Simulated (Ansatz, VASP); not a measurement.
# Two plane-wave programs on Al

Contents of INCAR:

```
ALGO = Normal
EDIFF = 1E-6
ENCUT = 520
GGA = RE
ISIF = 2
ISMEAR = -1
LASPH = True
LCHARG = False
LREAL = False
LWAVE = False
NBANDS = 14
NELM = 100
PREC = Accurate
SIGMA = 0.1
```

The input KPOINTS:

```
k-points
0
Gamma
  14 14 4
```

Contents of POSCAR:

```
Al
1.0
    2.9336100775      0.0000000000      0.0000000000
   -1.4668050388      2.5405808519      0.0000000000
    0.0000000000      0.0000000000      9.7357506568
Al
4
Direct
    0.0000000000      0.0000000000      0.0000000000
    0.0000000000      0.0000000000      0.5000000000
    0.3333333333      0.6666666667      0.2500000000
    0.6666666667      0.3333333333      0.7500000000
```

Input for Ansatz:

```yaml
crystal:
  lattice:
    - [2.9336100775, 0.0, 0.0]
    - [-1.4668050388, 2.5405808519, 0.0]
    - [0.0, 0.0, 9.7357506568]
  atoms:
    - { symbol: Al, position: [0.0, 0.0, 0.0] }
    - { symbol: Al, position: [0.0, 0.0, 0.5] }
    - { symbol: Al, position: [0.3333333333, 0.6666666667, 0.25] }
    - { symbol: Al, position: [0.6666666667, 0.3333333333, 0.75] }
hamiltonian:
  xc: revpbe
  pseudopotentials:
    kind: paw
    azcp:
      Al: "pseudopotentials/Al.paw.azcp"
basis:
  ecutwfc: 420
  fft_grid_basis: typed
kpoints:
  mp_grid: { grid: [14, 14, 4], shift: [0, 0, 0] }
magnetization:
  spin_polarized: false
scf:
  occupations: { method: fermi_dirac, width: 0.1 }
  lower_state_search: "off"
output:
  stress: true
```

Alike in both runs: task single point; functional revPBE; k mesh 14 × 14 × 4; occupations fermi-dirac, width 0.1 eV; no spin polarisation.

|  | VASP | Ansatz |
| --- | --- | --- |
| version | VASP 6.6.1 | Ansatz 0.2.0 |
| potentials or method | VASP PAW PBE potentials, release 64 (Al) | plane waves (420 eV) with PAW, scalar-relativistic |
| plane-wave cutoff (eV) | 520 | 420 |
| valence electrons in the cell | 12 | 12 |

```csv
,VASP,Ansatz,Ansatz less VASP
pressure (GPa),-5.0,-4.8,+0.13
largest component of the traceless stress (GPa),0.46,0.45,-0.011
```

The functional is the same, so the differences come from potentials, cutoffs and numerics.

Caveats: the PAW data sets were made with another functional, which shifts forces and pressure a little (VASP).
